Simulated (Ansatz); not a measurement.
Wanted: the native input for an Ansatz 0.2.0 run.

```
Task                : single point
Functional          : PBE
Potentials or basis : Ansatz PAW
Cutoff              : 420 eV (not typed: the program's choice for these potentials)
k mesh              : 9 × 9 × 9
Occupations         : gaussian, width 0.014 eV
Spin                : no spin polarisation
```

Crystal: Bi.

```xyz
1
Lattice="-1.9814 1.9814 1.9814 1.9814 -1.9814 1.9814 1.9814 1.9814 -1.9814" Properties=species:S:1:pos:R:3 pbc="T T T"
Bi    0.0000    0.0000    0.0000
```

This isn't the form of Bi at room conditions, which is rhombohedral.

The input as run:

input.yaml

```yaml
crystal:
  lattice:
    - [-1.9814305318, 1.9814305318, 1.9814305318]
    - [1.9814305318, -1.9814305318, 1.9814305318]
    - [1.9814305318, 1.9814305318, -1.9814305318]
  atoms:
    - { symbol: Bi, position: [0.0, 0.0, 0.0] }
hamiltonian:
  xc: pbe
  pseudopotentials: { kind: paw }
kpoints:
  mp_grid: { grid: [9, 9, 9] }
scf:
  occupations: { method: gaussian, width: 0.014 }
output:
  forces: true
  stress: true
  eigenvalues: true
```

Potentials or basis: Ansatz PAW.

Launch:

```console
$ ansatz run input.yaml --threads 2 --pin off --max-ram 5632MiB --backend cpu --events-out ev --progress --plain --runs-dir out
```

It gave:

```
Pressure               : 0.8 GPa
Band gap on the k mesh : none (metal or under the smearing width)
```

Caveat: spin-orbit coupling is left out, which moves the levels of the heavy elements.

Wall time 0.76 s on 2 threads of Intel(R) Xeon(R) Processor @ 2.70GHz, with other jobs on the host, peak memory 0.3 GiB.
